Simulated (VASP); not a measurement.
# MoSe2 (P6_3/mmc) in VASP: a series of runs

The runs below take MoSe2 through relaxation of cell and atoms, with PBE+D3(BJ), PBEsol.

All numbers are computed with VASP 6.6.1; they aren't measurements. Logs are shortened: lines on timing, memory, paths and dates and some standing lists are left out, and cuts for length are marked.

## Step 1: The crystal as given

Symmetry: P6_3/mmc, No. 194, hexagonal system. The conventional cell has a = 3.279 Å, b = 3.279 Å, c = 12.725 Å, α = 90.00°, β = 90.00°, γ = 120.00°. Mo (site symmetry -6m2) is surrounded by 6 Se at 2.53 Å. Se (site symmetry 3m) has 3 Mo at 2.53 Å as nearest neighbours.

## Step 2: Relaxation of cell and atoms, PBE+D3(BJ)

INCAR reads:

```
  ALGO = Normal
  EDIFF = 1E-7
  EDIFFG = -0.005
  ENCUT = 600
  GGA = PE
  IBRION = 2
  ISIF = 3
  ISMEAR = 0
  IVDW = 12
  KPAR = 4
  LASPH = T
  LCHARG = F
  LREAL = F
  LWAVE = F
  NELM = 80
  NSW = 90
  PREC = Accurate
  SIGMA = 0.03
```

KPOINTS reads:

```
k-points
0
Gamma
  9 9 2
```

POSCAR reads:

```
MoSe2                                   
1.0
    3.2786626285     -0.0000000000     -0.0000000000
   -1.6393313142      2.8394051267      0.0000000000
   -0.0000000000     -0.0000000000     12.7250115930
  Mo              Se            
     2     4
Direct
     0.3333333332999970    0.6666666667000030    0.2500000000000000
     0.6666666667000030    0.3333333332999970    0.7500000000000000
     0.3333333332999970    0.6666666667000030    0.6183309793776686
     0.6666666667000030    0.3333333332999970    0.1183309793776689
     0.3333333332999970    0.6666666667000030    0.8816690206223313
     0.6666666667000030    0.3333333332999970    0.3816690206223311
```

Potentials or basis: VASP PAW PBE potentials, release 64 (Mo_sv, Se).

Run with:

```console
$ cat potpaw_PBE.64/Mo_sv/POTCAR potpaw_PBE.64/Se/POTCAR > POTCAR
$ mpirun -np 4 vasp_std > vasp.out
```

OUTCAR:

```text
EDIFF = 1E-7
   EDIFFG = -0.005
   ENCUT = 600
   GGA = PE
   IBRION = 2
   ISIF = 3
   ISMEAR = 0
   IVDW = 12
   LASPH = T
   LREAL = F
   NELM = 80
   NSW = 90
   PREC = Accurate
 IVDW          = 12

 ion  position               nearest neighbor table
   1  0.333  0.667  0.250-   4 2.53   6 2.53   4 2.53   6 2.53   4 2.53   6 2.53
   2  0.667  0.333  0.750-   3 2.53   5 2.53   3 2.53   5 2.53   3 2.53   5 2.53
   3  0.333  0.667  0.618-   2 2.53   2 2.53   2 2.53
   4  0.667  0.333  0.118-   1 2.53   1 2.53   1 2.53
   5  0.333  0.667  0.882-   2 2.53   2 2.53   2 2.53
   6  0.667  0.333  0.382-   1 2.53   1 2.53   1 2.53

  LATTYP: Found a hexagonal cell.
 ALAT       =     3.2786626285
 C/A-ratio  =     3.8811591905

  Lattice vectors:

 A1 = (   3.2786626285,   0.0000000000,   0.0000000000)
 A2 = (  -1.6393313142,   2.8394051267,   0.0000000000)
 A3 = (   0.0000000000,   0.0000000000,  12.7250115930)

Analysis of symmetry for initial positions (statically):
=====================================================================
 Subroutine PRICEL returns:
 Original cell was already a primitive cell.

 Routine SETGRP: Setting up the symmetry group for a
 hexagonal supercell.

 Subroutine GETGRP returns: Found 24 space group operations
 (whereof 12 operations were pure point group operations)
 out of a pool of 24 trial point group operations.

The static configuration has the point symmetry D_3d.
 The point group associated with its full space group is D_6h.

Analysis of symmetry for dynamics (positions and initial velocities):
=====================================================================
 Subroutine PRICEL returns:
 Original cell was already a primitive cell.

 Routine SETGRP: Setting up the symmetry group for a
 hexagonal supercell.

 Subroutine GETGRP returns: Found 24 space group operations
 (whereof 12 operations were pure point group operations)
 out of a pool of 24 trial point group operations.

The dynamic configuration has the point symmetry D_3d.
 The point group associated with its full space group is D_6h.

 Subroutine INISYM returns: Found 24 space group operations
 (whereof 12 operations are pure point group operations),
 and found     1 'primitive' translations

----------------------------------------------------------------------------------------

                                     Primitive cell

  volume of cell :     118.4629

  direct lattice vectors                    reciprocal lattice vectors
[... 102 lines left out ...]
   POTIM  = 0.5000    time-step for ionic-motion
   TEBEG  =    0.0;   TEEND  =   0.0 temperature during run
   PSTRESS=    0.0 pullay stress
   NELECT =      52.0000    total number of electrons
   NUPDOWN=      -1.0000    fix difference up-down
   EMIN   =  10.00;   EMAX   =-10.00  energy-range for DOS
   EFERMI =   0.00;   METHOD = LEGACY
   ISMEAR =     0;   SIGMA  =   0.03  broadening in eV -4-tet -1-fermi 0-gaus
   EFERMI_NEDOS =   21; number of points for ismear=-14 and -15
   IALGO  =     38    algorithm
   IMIX   =      4    mixing-type and parameters
     AMIX     =   0.40;   BMIX     =  1.00
     AMIX_MAG =   1.60;   BMIX_MAG =  1.00
  volume/ion in A,a.u.               =      19.74       133.24
  Fermi-wavevector in a.u.,A,eV,Ry     =   1.244176  2.351152 21.061467  1.547974
  Thomas-Fermi vector in A             =   2.378454
   LORBIT       =      0    0 simple, 1 ext, 2 COOP (PROOUT), +10 PAW based schemes
   GGA     = PE    functional components
   LHFCALC =     F    Hartree Fock is set to
   AEXX    =    0.0000 exact exchange contribution
   IVDW    =    12    specifies the selected vdW correction
   LEPSILON=     F    determine dielectric tensor
   LRPA    =     F    only Hartree local field effects (RPA)
 conjugate gradient relaxation of ions
 non-spin polarized calculation
 Gauss-broadening in eV      SIGMA  =   0.03
  energy-cutoff  :      600.00
  volume of cell :      118.46
 maximum number of plane-waves:      4011
 NGX is ok and might be reduce to    28
   NGX = 13   NGY = 13   NGZ = 51

 number of electron      52.0000002 magnetization

 Free energy of the ion-electron system (eV)
  ---------------------------------------------------
  ext. energy  EPLUGINS =         0.00000000
  ---------------------------------------------------
  free energy    TOTEN  =       -39.81063094 eV

  energy without entropy =      -39.81063094  energy(sigma->0) =      -39.81063094

 E-fermi :   6.9794     XC(G=0): -10.8319

 val. band max:        6.7250425974   @ k =   0.0000   0.0000   0.0000
 cond. band min:       7.5672623738   @ k =   0.2222   0.1111   0.0000
 fundamental gap:      0.8422197764
 Fermi energy:         6.9793526034

 k-point     1 :       0.0000    0.0000    0.0000
  band No.  band energies     occupation
      1     -54.4806      2.00000
      2     -54.4806      2.00000
      3     -28.6509      2.00000
      4     -28.6509      2.00000
      5     -28.4536      2.00000
      6     -28.4536      2.00000
[... 805 lines left out ...]
     30       8.7698      0.00000
     31       9.4237      0.00000

------------------------ aborting loop because EDIFF is reached ----------------------------------------

 Edisp (eV)   -2.87376

 E8    (eV) :    -1.2398

  FORCE on cell =-STRESS in cart. coord.  units (eV):
  Direction    XX          YY          ZZ          XY          YZ          ZX
  --------------------------------------------------------------------------------------
  -------------------------------------------------------------------------------------
  Total      -0.00792    -0.00792     0.02161    -0.00000     0.00000     0.00000
  in kB      -0.10716    -0.10716     0.29226    -0.00000     0.00000     0.00000
  external pressure =        0.03 kB  Pullay stress =        0.00 kB

 VOLUME and BASIS-vectors are now :
 -----------------------------------------------------------------------------
  energy-cutoff  :      600.00
  volume of cell :      118.46
      direct lattice vectors                 reciprocal lattice vectors
     3.278662628  0.000000000  0.000000000     0.305002409  0.176093223  0.000000000
    -1.639331314  2.839405127  0.000000000     0.000000000  0.352186446  0.000000000
     0.000000000  0.000000000 12.725011593     0.000000000  0.000000000  0.078585390

 POSITION                                       TOTAL-FORCE (eV/Angst)
 -----------------------------------------------------------------------------------
     -0.00000      1.89294      3.18125         0.000000     -0.000000      0.000000
      1.63933      0.94647      9.54376        -0.000000      0.000000      0.000000
     -0.00000      1.89294      7.86827         0.000000      0.000000      0.000053
      1.63933      0.94647      1.50576        -0.000000     -0.000000      0.000053
     -0.00000      1.89294     11.21925         0.000000      0.000000     -0.000053
      1.63933      0.94647      4.85674         0.000000     -0.000000     -0.000053
 -----------------------------------------------------------------------------------
    total drift:                               -0.000000      0.000000     -0.000000

  FREE ENERGIE OF THE ION-ELECTRON SYSTEM (eV)
  ---------------------------------------------------
  free  energy   TOTEN  =       -42.6843958054 eV

  energy  without entropy=      -42.6843958054  energy(sigma->0) =      -42.68439581

 reached required accuracy - stopping structural energy minimisation
```

CONTCAR:

```text
MoSe2
   1.00000000000000
     3.2786626284999998    0.0000000000000000    0.0000000000000000
    -1.6393313141999999    2.8394051267000000    0.0000000000000000
     0.0000000000000000    0.0000000000000000   12.7250115929999996
  Mo              Se
     2     4
Direct
     0.3333333332999970    0.6666666667000030    0.2500000000000000
     0.6666666667000030    0.3333333332999970    0.7500000000000000
     0.3333333332999970    0.6666666667000030    0.6183309793776672
     0.6666666667000030    0.3333333332999970    0.1183309793776672
     0.3333333332999970    0.6666666667000030    0.8816690206223328
     0.6666666667000030    0.3333333332999970    0.3816690206223328

  0.00000000E+00  0.00000000E+00  0.00000000E+00
  0.00000000E+00  0.00000000E+00  0.00000000E+00
  0.00000000E+00  0.00000000E+00  0.00000000E+00
  0.00000000E+00  0.00000000E+00  0.00000000E+00
  0.00000000E+00  0.00000000E+00  0.00000000E+00
  0.00000000E+00  0.00000000E+00  0.00000000E+00
```

It took 39 s on 4 MPI ranks of Intel Xeon Platinum 8259CL at 2.50GHz (Skylake/Cascade Lake), shared host; peak memory 0.33 GiB.

What came out:

```
Free energy                : -42.6844 eV
Pressure after relaxing    : 0.0 GPa
Band gap on the k mesh     : 0.84 eV, indirect (least direct gap 1.46 eV)
Dispersion energy per atom : -0.479 eV
```

Final structure:
```
Mo Se
1.0
     3.27866    0.00000    0.00000
    -1.63933    2.83941    0.00000
     0.00000    0.00000   12.72501
Mo Se
2 4
Direct
  0.33333 0.66667 0.25000
  0.66667 0.33333 0.75000
  0.33333 0.66667 0.61833
  0.66667 0.33333 0.11833
  0.33333 0.66667 0.88167
  0.66667 0.33333 0.38167
```

Levels at points of the mesh, in eV from the valence-band top:
| k point | band 22 | band 23 | band 24 | band 25 | band 26 | band 27 | band 28 | band 29 | band 30 | band 31 |
| --- | --- | --- | --- | --- | --- | --- | --- | --- | --- | --- |
| (0.00, 0.00, 0.00) | -1.48 | -1.48 | -1.19 | -0.67 | 0.00 | 2.46 | 2.47 | 2.54 | 2.56 | 2.60 |
| (0.00, 0.00, 0.50) | -1.51 | -1.51 | -1.51 | -0.16 | -0.16 | 2.47 | 2.47 | 2.47 | 2.47 | 2.75 |

Caveat: the relaxation stopped at its first step, so nothing moved; an odd mesh through Γ misses points on the zone boundary, where band edges often lie.

## Step 3: Relaxation of cell and atoms, PBEsol

This run uses another cell than the first one, of 20.13 Å³/atom, 1.020 times its volume.

INCAR reads:

```
SYSTEM = MoSe2
ALGO = Normal ; EDIFF = 1E-6
EDIFFG = -0.01 ; ENCUT = 600
GGA = PS ; IBRION = 2
ISIF = 3 ; ISMEAR = 0
KPAR = 2 ; LASPH = .TRUE.
LCHARG = .FALSE. ; LREAL = .FALSE.
LWAVE = .FALSE. ; NELM = 80
NSW = 90 ; PREC = Accurate
SIGMA = 0.03
```

KPOINTS reads:

```
k-points
0
G
  9 9 2
  0 0 0
```

POSCAR reads:

```
MoSe2
1.0
    3.2880000000      0.0000000000      0.0000000000
   -1.6440000000      2.8474915276      0.0000000000
    0.0000000000      0.0000000000     12.9000000000
Mo Se
2 4
Direct
    0.3333333333      0.6666666667      0.2500000000
    0.6666666667      0.3333333333      0.7500000000
    0.3333333333      0.6666666667      0.6250000000
    0.6666666667      0.3333333333      0.1250000000
    0.3333333333      0.6666666667      0.8750000000
    0.6666666667      0.3333333333      0.3750000000
```

Potentials or basis: VASP PAW PBE potentials, release 64 (Mo_sv, Se).

Run with:

```console
$ cat potpaw_PBE.64/Mo_sv/POTCAR potpaw_PBE.64/Se/POTCAR > POTCAR
$ mpirun -np 2 vasp_std > vasp.out
```

Run time: 2.9 min. Hardware: 2 MPI ranks of AMD EPYC 9R45 (Zen 5), shared host; peak memory 0.31 GiB.

Results (log left out):

* Free energy: -43.2631 eV
* Relaxed volume: 20.34 Å³/atom
* Relaxed cell: a = 3.272 Å, b = 3.272 Å, c = 13.164 Å, α = 90.00°, β = 90.00°, γ = 120.00°
* Space group after relaxing (to 0.05 Å): P6_3/mmc (No. 194)
* Energy gained by relaxing: 14.0 meV/atom
* Ionic steps: 5
* Pressure after relaxing: 0.0 GPa
* Largest force after relaxing: 0.005 eV/Å
* Band gap on the k mesh: 1.00 eV, indirect (least direct gap 1.49 eV)

Forces in eV/Å, atoms in the order of the input:
```
Mo   0.000  0.000  0.000
Mo   0.000  0.000  0.000
Se   0.000  0.000 -0.005
Se   0.000  0.000 -0.005
Se   0.000  0.000  0.005
Se   0.000  0.000  0.005
```

The path:
```csv
step,energy change (eV),largest force (eV/Å),pressure (GPa),volume (Å³)
1,0.0000,0.8474,3.53,120.78
2,0.1461,1.1549,-7.71,128.65
3,-0.0719,0.0364,-1.08,123.56
4,-0.0720,0.0584,-0.97,123.48
5,-0.0842,0.0051,-0.04,122.03
```

Final structure:
```yaml
crystal:
  lattice:
    - [3.27165, 0.00000, 0.00000]
    - [-1.63582, 2.83333, 0.00000]
    - [0.00000, 0.00000, 13.16413]
  atoms:
    - { symbol: Mo, position: [0.33333, 0.66667, 0.25000] }
    - { symbol: Mo, position: [0.66667, 0.33333, 0.75000] }
    - { symbol: Se, position: [0.33333, 0.66667, 0.62343] }
    - { symbol: Se, position: [0.66667, 0.33333, 0.12343] }
    - { symbol: Se, position: [0.33333, 0.66667, 0.87657] }
    - { symbol: Se, position: [0.66667, 0.33333, 0.37657] }
```

Levels at points of the mesh, in eV from the valence-band top:
```csv
k point,band 24,band 25,band 26,band 27,band 28,band 29
"(0.00, 0.00, 0.00)",-1.07,-0.90,0.00,2.64,2.64,2.70
"(0.00, 0.00, 0.50)",-1.42,-0.20,-0.20,2.66,2.66,2.66
```

Caveat: the PAW data sets were made with another functional, which shifts forces and pressure a little; an odd mesh through Γ misses points on the zone boundary, where band edges often lie; this functional lacks dispersion, which binds the layers, so the pressure and a relaxed spacing across them are unreliable.

(Continued in part 2 of 2.)
